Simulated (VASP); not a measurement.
Nb:

```
Nb
1.0
     2.71964    0.00000    0.00000
     0.00000    2.71964    0.00000
     0.00000    0.00000    2.71964
Nb
1
Direct
  0.50000 0.50000 0.50000
```

The cell was built by a generator and needn't be a form met in nature.

| Quantity | Value |
| --- | --- |
| Program | VASP 6.6.1 |
| Task | relaxation of cell and atoms |
| Functional | LDA |
| Potentials or basis | VASP PAW LDA potentials, release 64 (Nb_sv) |
| Cutoff | 600 eV |
| k mesh | 7 × 7 × 7 |
| Occupations | fermi-dirac, width 0.05 eV |
| Spin | spin-orbit coupling, no magnetisation |

At the start: pressure -8.3 GPa; volume 20.12 Å³/atom.

Problem. Where does the relaxation end?

Solution. Over 6 steps the energy falls by 32.4 meV/atom and the volume is 18.93 Å³/atom (-5.9 %); space group Pm-3m (No. 221, to 0.05 Å).

Step by step:
```tsv
step	energy change (eV)	largest force (eV/Å)	pressure (GPa)	volume (Å³)
1	0.0000	0.0000	-8.27	20.12
2	0.0510	0.0000	17.38	17.24
3	-0.0323	0.0000	-0.24	18.95
4	-0.0324	0.0000	-0.15	18.92
5	-0.0323	0.0000	0.19	18.88
6	-0.0324	0.0000	-0.07	18.93
```

Final structure:
```yaml
crystal:
  lattice:
    - [2.66531, 0.00000, 0.00000]
    - [0.00000, 2.66531, 0.00000]
    - [0.00000, 0.00000, 2.66531]
  atoms:
    - { symbol: Nb, position: [0.50000, 0.50000, 0.50000] }
```
